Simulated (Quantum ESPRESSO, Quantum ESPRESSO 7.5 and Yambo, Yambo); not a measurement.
**Quasiparticle gap of BP (F-43m) in Yambo**

Aim: the G0W0 gap of BP (F-43m) on PBE, step by step.

Program: Quantum ESPRESSO 7.5 and Yambo 5.3.0. Level of theory: PBE and many-body steps on it, plane waves. Results are calculated unless marked as measured.

## (1) The starting structure

It takes space group F-43m (No. 216, cubic). Conventional cell: a = 4.538 Å, b = 4.538 Å, c = 4.538 Å, α = 90.00°, β = 90.00°, γ = 90.00°. Nearest to B lie 4 P at 1.97 Å. P has 4 B at 1.97 Å nearest. Farther neighbours are not listed.

The cell and positions come from the Crystallography Open Database and are kept as given unless a step says otherwise.

## (2) Ground state

This step: Quantum ESPRESSO 7.5; DFT, PBE, plane waves, norm-conserving pseudopotentials.

The ground-state density comes first.

pw.in reads:

```
&control
  calculation = 'scf'
  prefix = 'x'
  outdir = 'o'
  pseudo_dir = 'pseudo'
/
&system
  ibrav = 0
  nat = 2
  ntyp = 2
  ecutwfc = 68.0
  nbnd = 9
  force_symmorphic = .true.
/
&electrons
  conv_thr = 1e-10
  electron_maxstep = 80
  mixing_beta = 0.5
/
ATOMIC_SPECIES
  B 10.81 B.upf
  P 30.974 P.upf
CELL_PARAMETERS angstrom
  0.0000000000 2.2690000000 2.2690000000
  2.2690000000 0.0000000000 2.2690000000
  2.2690000000 2.2690000000 0.0000000000
ATOMIC_POSITIONS crystal
  B 0.0000000000 0.0000000000 0.0000000000
  P 0.2500000000 0.2500000000 0.2500000000
K_POINTS automatic
  8 8 8 0 0 0
```

The run is started by

```
> OMP_NUM_THREADS=1 mpirun -n 4 pw.x -nk 4 -in pw.in > pw.out
```

Log:

```text
Program PWSCF v.7.5 starts

     This program is part of the open-source Quantum ESPRESSO suite
     for quantum simulation of materials; please cite
         "P. Giannozzi et al., J. Phys.:Condens. Matter 21 395502 (2009);
         "P. Giannozzi et al., J. Phys.:Condens. Matter 29 465901 (2017);
         "P. Giannozzi et al., J. Chem. Phys. 152 154105 (2020);
     in publications or presentations arising from this work. More details at
     Message from routine setup:
     using ibrav=0 with symmetry is DISCOURAGED, use correct ibrav instead

     G-vector sticks info

     bravais-lattice index     =            0
     lattice parameter (alat)  =       6.0638  a.u.
     unit-cell volume          =     157.6631 (a.u.)^3
     number of atoms/cell      =            2
     number of atomic types    =            2
     number of electrons       =         8.00
     number of Kohn-Sham states=            9
     kinetic-energy cutoff     =      68.0000  Ry
     charge density cutoff     =     272.0000  Ry
     scf convergence threshold =      1.0E-10
     mixing beta               =       0.5000
     number of iterations used =            8  plain     mixing
     Exchange-correlation= PBE
                           (   1   4   3   4   0   0   0)

     celldm(1)=   6.063849  celldm(2)=   0.000000  celldm(3)=   0.000000
     celldm(4)=   0.000000  celldm(5)=   0.000000  celldm(6)=   0.000000

     crystal axes: (cart. coord. in units of alat)
               a(1) = (   0.000000   0.707107   0.707107 )
               a(2) = (   0.707107   0.000000   0.707107 )
               a(3) = (   0.707107   0.707107   0.000000 )

     reciprocal axes: (cart. coord. in units 2 pi/alat)
               b(1) = ( -0.707107  0.707107  0.707107 )
               b(2) = (  0.707107 -0.707107  0.707107 )
               b(3) = (  0.707107  0.707107 -0.707107 )
     Pseudo is Norm-conserving + core correction, Zval =  3.0
     Generated using ONCVPSP code by D. R. Hamann
     Using radial grid of 1534 points,  4 beta functions with:
     Pseudo is Norm-conserving + core correction, Zval =  5.0
     Generated using ONCVPSP code by D. R. Hamann
     Using radial grid of 1298 points,  6 beta functions with:
     B                 3.00    10.81000     B ( 1.00)
     P                 5.00    30.97400     P ( 1.00)

     24 Sym. Ops. (no inversion) found

   Cartesian axes

     site n.     atom                  positions (alat units)
         1        B      tau(   1) = (   0.0000000   0.0000000   0.0000000  )
         2        P      tau(   2) = (   0.3535534   0.3535534   0.3535534  )

     number of k points=    29
                       cart. coord. in units 2pi/alat
        k(    1) = (   0.0000000   0.0000000   0.0000000), wk =   0.0039062
        k(    2) = (   0.0883883   0.0883883  -0.0883883), wk =   0.0312500
        k(    3) = (   0.1767767   0.1767767  -0.1767767), wk =   0.0312500
        k(    4) = (   0.2651650   0.2651650  -0.2651650), wk =   0.0312500
        k(    5) = (  -0.3535534  -0.3535534   0.3535534), wk =   0.0156250
        k(    6) = (   0.1767767   0.0000000   0.0000000), wk =   0.0234375
        k(    7) = (   0.2651650   0.0883883  -0.0883883), wk =   0.0937500
        k(    8) = (   0.3535534   0.1767767  -0.1767767), wk =   0.0937500
        k(    9) = (  -0.2651650  -0.4419417   0.4419417), wk =   0.0937500
        k(   10) = (  -0.1767767  -0.3535534   0.3535534), wk =   0.0937500
     [... 17 further rows ...]
        k(   28) = (  -0.7071068   0.1767767  -0.0000000), wk =   0.0468750
        k(   29) = (  -0.7071068   0.3535534   0.0000000), wk =   0.0234375

     Dense  grid:    11935 G-vectors     FFT dimensions: (  32,  32,  32)

     Initial potential from superposition of free atoms

     starting charge       7.9996, renormalised to       8.0000
     Starting wfcs are    8 randomized atomic wfcs +    1 random wfcs

     per-process dynamical memory:    12.5 Mb

     Self-consistent Calculation

     iteration #  1     ecut=    68.00 Ry     beta= 0.50

     total energy              =     -19.77114222 Ry
     estimated scf accuracy    <       0.15770016 Ry

     iteration #  2     ecut=    68.00 Ry     beta= 0.50

     total energy              =     -19.79268531 Ry
     estimated scf accuracy    <       0.01086019 Ry

     iteration #  3     ecut=    68.00 Ry     beta= 0.50

     total energy              =     -19.79331022 Ry
     estimated scf accuracy    <       0.00186359 Ry

     iteration #  4     ecut=    68.00 Ry     beta= 0.50

     total energy              =     -19.79346775 Ry
     estimated scf accuracy    <       0.00003488 Ry

     iteration #  5     ecut=    68.00 Ry     beta= 0.50

     total energy              =     -19.79347979 Ry
     estimated scf accuracy    <       0.00000918 Ry

     iteration #  6     ecut=    68.00 Ry     beta= 0.50

     total energy              =     -19.79348110 Ry
     estimated scf accuracy    <       0.00000002 Ry

     iteration #  7     ecut=    68.00 Ry     beta= 0.50

     total energy              =     -19.79348116 Ry
     estimated scf accuracy    <       0.00000001 Ry

     iteration #  8     ecut=    68.00 Ry     beta= 0.50

     total energy              =     -19.79348116 Ry
     estimated scf accuracy    <          3.1E-10 Ry

     iteration #  9     ecut=    68.00 Ry     beta= 0.50

     End of self-consistent calculation

          k = 0.0000 0.0000 0.0000 (  1459 PWs)   bands (ev):

    -6.2179   9.2413   9.2413   9.2413  12.6481  12.6481  12.6481  16.5991
    20.7643

          k = 0.0884 0.0884-0.0884 (  1462 PWs)   bands (ev):

    -5.9368   7.3894   8.8139   8.8139  13.1769  13.2379  13.2379  17.3901
    20.4104

          k = 0.1768 0.1768-0.1768 (  1477 PWs)   bands (ev):

    -5.1124   4.3986   8.1252   8.1252  13.2405  14.0061  14.0061  18.8438
    20.1611

          k = 0.2652 0.2652-0.2652 (  1483 PWs)   bands (ev):

     [... further k-points ...]

     highest occupied, lowest unoccupied level (ev):     9.2413   10.5218

!    total energy              =     -19.79348116 Ry
     estimated scf accuracy    <          6.7E-12 Ry

     The total energy is the sum of the following terms:
     one-electron contribution =       6.57260983 Ry
     hartree contribution      =       1.26167595 Ry
     xc contribution           =      -6.64452740 Ry
     ewald contribution        =     -20.98323954 Ry

     convergence has been achieved in   9 iterations

     XML data file, charge density, pseudopotentials, collected wavefunctions

=------------------------------------------------------------------------------=
   JOB DONE.
=------------------------------------------------------------------------------=
```

Run time: 2 s. Hardware: 4 MPI ranks of Arm Neoverse V1, shared host; peak memory 0.16 GiB.

Numbers from this step:

```yaml
total_energy: -269.3040 eV
gap: 1.281 eV
k_of_the_valence_top: 0, 0, 0
k_of_the_conduction_bottom: 0, 0.375, 0.375
least_direct_gap: 3.407 eV
```

The gap is indirect, with the least direct gap 2.13 eV higher.

## (3) Bands along the symmetry lines

The cheap functional maps the bands first; the places of the edges decide which points the dearer methods must see.

pw.in reads:

```
&control
  calculation = 'bands'
  prefix = 'x'
  outdir = 'o'
  pseudo_dir = 'pseudo'
/
&system
  ibrav = 0
  nat = 2
  ntyp = 2
  ecutwfc = 68.0
  nbnd = 10
  force_symmorphic = .true.
/
&electrons
  conv_thr = 1e-9
  electron_maxstep = 80
  diago_full_acc = .true.
  diago_thr_init = 5e-6
/
ATOMIC_SPECIES
  B 10.81 B.upf
  P 30.974 P.upf
CELL_PARAMETERS angstrom
  0.0000000000 2.2690000000 2.2690000000
  2.2690000000 0.0000000000 2.2690000000
  2.2690000000 2.2690000000 0.0000000000
ATOMIC_POSITIONS crystal
  B 0.0000000000 0.0000000000 0.0000000000
  P 0.2500000000 0.2500000000 0.2500000000
K_POINTS crystal
  50
  0.00000000 0.00000000 0.00000000 1
  -0.06250000 -0.06250000 0.00000000 1
  -0.12500000 -0.12500000 0.00000000 1
  -0.18750000 -0.18750000 0.00000000 1
  -0.25000000 -0.25000000 0.00000000 1
  -0.31250000 -0.31250000 0.00000000 1
  -0.37500000 -0.37500000 0.00000000 1
  -0.43750000 -0.43750000 0.00000000 1
  -0.50000000 -0.50000000 0.00000000 1
  -0.48437500 -0.48437500 0.03125000 1
  -0.46875000 -0.46875000 0.06250000 1
  -0.45312500 -0.45312500 0.09375000 1
  -0.43750000 -0.43750000 0.12500000 1
  -0.42187500 -0.42187500 0.15625000 1
  -0.40625000 -0.40625000 0.18750000 1
  -0.39062500 -0.39062500 0.21875000 1
  -0.37500000 -0.37500000 0.25000000 1
  -0.37500000 0.00000000 0.37500000 1
  -0.32812500 0.00000000 0.32812500 1
  -0.28125000 0.00000000 0.28125000 1
  -0.23437500 0.00000000 0.23437500 1
  -0.18750000 0.00000000 0.18750000 1
  -0.14062500 0.00000000 0.14062500 1
  -0.09375000 0.00000000 0.09375000 1
  -0.04687500 0.00000000 0.04687500 1
  0.00000000 0.00000000 0.00000000 1
  0.00000000 0.00000000 0.06250000 1
  0.00000000 0.00000000 0.12500000 1
  0.00000000 0.00000000 0.18750000 1
  0.00000000 0.00000000 0.25000000 1
  0.00000000 0.00000000 0.31250000 1
  0.00000000 0.00000000 0.37500000 1
  0.00000000 0.00000000 0.43750000 1
  0.00000000 0.00000000 0.50000000 1
  -0.06250000 -0.03125000 0.46875000 1
  -0.12500000 -0.06250000 0.43750000 1
  -0.18750000 -0.09375000 0.40625000 1
  -0.25000000 -0.12500000 0.37500000 1
  -0.31250000 -0.15625000 0.34375000 1
  -0.37500000 -0.18750000 0.31250000 1
  -0.43750000 -0.21875000 0.28125000 1
  -0.50000000 -0.25000000 0.25000000 1
  -0.50000000 -0.28125000 0.21875000 1
  -0.50000000 -0.31250000 0.18750000 1
  -0.50000000 -0.34375000 0.15625000 1
  -0.50000000 -0.37500000 0.12500000 1
  -0.50000000 -0.40625000 0.09375000 1
  -0.50000000 -0.43750000 0.06250000 1
  -0.50000000 -0.46875000 0.03125000 1
  -0.50000000 -0.50000000 0.00000000 1
```

Log:

```text
[banner, memory and clock lines left out]
Program PWSCF v.7.5 starts

     Atomic positions and unit cell read from directory:
     o/x.save/

     Message from routine setup:
     using ibrav=0 with symmetry is DISCOURAGED, use correct ibrav instead

     G-vector sticks info

     bravais-lattice index     =            0
     lattice parameter (alat)  =       6.0638  a.u.
     unit-cell volume          =     157.6631 (a.u.)^3
     number of atoms/cell      =            2
     number of atomic types    =            2
     number of electrons       =         8.00
     number of Kohn-Sham states=           10
     kinetic-energy cutoff     =      68.0000  Ry
     charge density cutoff     =     272.0000  Ry
     Exchange-correlation= PBE
                           (   1   4   3   4   0   0   0)

     celldm(1)=   6.063849  celldm(2)=   0.000000  celldm(3)=   0.000000
     celldm(4)=   0.000000  celldm(5)=   0.000000  celldm(6)=   0.000000

     crystal axes: (cart. coord. in units of alat)
               a(1) = (   0.000000   0.707107   0.707107 )
               a(2) = (   0.707107   0.000000   0.707107 )
               a(3) = (   0.707107   0.707107   0.000000 )

     reciprocal axes: (cart. coord. in units 2 pi/alat)
               b(1) = ( -0.707107  0.707107  0.707107 )
               b(2) = (  0.707107 -0.707107  0.707107 )
               b(3) = (  0.707107  0.707107 -0.707107 )
     Pseudo is Norm-conserving + core correction, Zval =  3.0
     Generated using ONCVPSP code by D. R. Hamann
     Using radial grid of 1534 points,  4 beta functions with:
     Pseudo is Norm-conserving + core correction, Zval =  5.0
     Generated using ONCVPSP code by D. R. Hamann
     Using radial grid of 1298 points,  6 beta functions with:
     B                 3.00    10.81000     B ( 1.00)
     P                 5.00    30.97400     P ( 1.00)

     24 Sym. Ops. (no inversion) found

   Cartesian axes

     site n.     atom                  positions (alat units)
         1        B      tau(   1) = (   0.0000000   0.0000000   0.0000000  )
         2        P      tau(   2) = (   0.3535534   0.3535534   0.3535534  )

     number of k points=    50
                       cart. coord. in units 2pi/alat
        k(    1) = (   0.0000000   0.0000000   0.0000000), wk =   0.0400000
        k(    2) = (   0.0000000   0.0000000  -0.0883883), wk =   0.0400000
        k(    3) = (   0.0000000   0.0000000  -0.1767767), wk =   0.0400000
[...]
[... 38 further rows ...]
        k(   49) = (   0.0441942  -0.0000000  -0.7071068), wk =   0.0400000
        k(   50) = (   0.0000000   0.0000000  -0.7071068), wk =   0.0400000

     Dense  grid:    11935 G-vectors     FFT dimensions: (  32,  32,  32)

     The potential is recalculated from file :
     o/x.save/charge-density

     Starting wfcs are    8 randomized atomic wfcs +    2 random wfcs

     Band Structure Calculation

     End of band structure calculation

          k = 0.0000 0.0000 0.0000 (  1459 PWs)   bands (ev):

    -6.2179   9.2413   9.2413   9.2413  12.6481  12.6481  12.6481  16.5991
    20.7644  21.2875

          k = 0.0000 0.0000-0.0884 (  1463 PWs)   bands (ev):

    -6.1239   8.8552   8.8552   8.9160  12.4613  13.1377  13.1377  16.8310
    20.4537  21.0804

          k = 0.0000 0.0000-0.1768 (  1479 PWs)   bands (ev):

    -5.8428   8.0619   8.0673   8.0673  12.0247  14.2316  14.2317  16.8414
    19.5890  21.6861

          k =-0.0000 0.0000-0.2652 (  1479 PWs)   bands (ev):

[...]
k = 0.0000 0.0000-0.3536 (  1491 PWs)   bands (ev):

[...]
k = 0.0000-0.0000-0.4419 (  1495 PWs)   bands (ev):

[...]
k =-0.0000 0.0000-0.5303 (  1504 PWs)   bands (ev):

[...]
k = 0.0000-0.0000-0.6187 (  1508 PWs)   bands (ev):

[...]
k = 0.5303-0.0000-0.5303 (  1494 PWs)   bands (ev):

[...]
k = 0.0000 0.0000 0.0000 (  1459 PWs)   bands (ev):

[...]
k = 0.1326 0.0000-0.7071 (  1510 PWs)   bands (ev):

[...]
k = 0.0884-0.0000-0.7071 (  1502 PWs)   bands (ev):

[...]
k = 0.0442-0.0000-0.7071 (  1516 PWs)   bands (ev):

    -1.3562   0.6783   5.0593   5.0629  10.7031  11.0325  21.1737  21.2770
    24.2024  25.4788

          k = 0.0000 0.0000-0.7071 (  1524 PWs)   bands (ev):

    -1.3655   0.6632   5.1277   5.1277  10.5886  10.9084  21.3078  21.3078
    24.4515  25.7231

     XML data file, pseudopotentials, collected wavefunctions
```

Wall time 1.7 s (4 MPI ranks); peak memory 0.05 GiB.

Numbers from this step:

```yaml
gap: 1.260 eV
k_of_the_valence_top: 0, 0, 0
k_of_the_conduction_bottom: -0.4375, -0.4375, 0
least_direct_gap: 3.407 eV
```

The gap is 1.260 eV, −0.021 eV from the run before at this level.

The electronic bands at the labelled points (eV, zero at the top of the highest filled band; v1 is the highest filled band, c1 the lowest empty one):

```csv
point,v4,v3,v2,v1,c1,c2,c3,c4
Γ,-15.46,0.00,0.00,0.00,3.41,3.41,3.41,7.36
halfway,-13.98,-3.69,-2.73,-2.73,1.82,4.96,7.71,7.71
X,-10.61,-8.58,-4.11,-4.11,1.35,1.67,12.07,12.07
halfway,-10.55,-8.46,-5.05,-3.96,1.65,3.01,11.32,11.62
U,-10.61,-8.16,-6.22,-3.50,2.16,6.00,9.71,10.59
jump to K,-10.61,-8.16,-6.22,-3.50,2.16,6.00,9.71,10.59
halfway,-13.81,-4.91,-3.87,-1.08,4.56,5.09,6.13,8.30
Γ,-15.46,0.00,0.00,0.00,3.41,3.41,3.41,7.36
halfway,-14.35,-4.84,-1.12,-1.12,4.00,4.76,4.76,9.60
L,-12.14,-9.03,-1.76,-1.76,3.78,4.72,4.72,10.13
halfway,-11.48,-8.44,-4.52,-3.11,4.19,5.20,8.29,9.77
W,-10.33,-8.05,-5.67,-5.47,5.33,6.77,7.23,7.45
halfway,-10.48,-8.36,-4.93,-4.86,2.90,3.37,10.21,10.99
X,-10.61,-8.58,-4.11,-4.11,1.35,1.67,12.07,12.07
```

The electronic bands as a text plot (rows in eV, shown from -8.0 to 7.3 only):

```
    6.9 |                   ++++                     +    +
    6.3 |    +            +   +++                       ++
    5.7 |                                           +  +   +
    5.0 |  ++ ++         +      +++         +++++ +++++ +++++
    4.4 |                       +++++      +     +++ +++    +
    3.8 | +     ++      +     ++   +++  +++++++++++++
    3.1 |++            +    ++        ++                     +
    2.5 |  +++    +        +                                  +
    1.9 |     ++   ++++++++                                    ++
    1.2 |       +++++++                                         +
    0.6 |
   -0.1 |**                        ******
   -0.7 | *                      **  *  ****
   -1.3 |  **                   *  **       ****
   -2.0 |    *                **   **    **     *****
   -2.6 |    ***            **   **                 **
   -3.2 |       **        **     **        *          *
   -3.9 |     **  ********      *                    * *        *
   -4.5 |             *                               * *     **
   -5.1 |       **     **     ***           *          * * ***
   -5.8 |                *  **                          ****
   -6.4 |         *       **  **             **
   -7.0 |                   **
   -7.7 |          **      *                   *
         Γ           X  U|K            Γ         L        W     X
```

(Continued in part 2 of 3.)

[Paths, hosts, dates, memory and timing lines, banners, echoed tables and standing remarks are left out of the program output.]

[Logs are printed without paths, hosts, clocks, repeated set-up lines and the standing remarks that a program may print on its own settings, such as how far it seeks lower states.]

[Runs of the session that timed out or met a known fault of the program may be left out.]

[Hosts, paths, dates, database ids (printed as entryN), source tags and the programs' standing remarks are cut or masked in the printed files.]
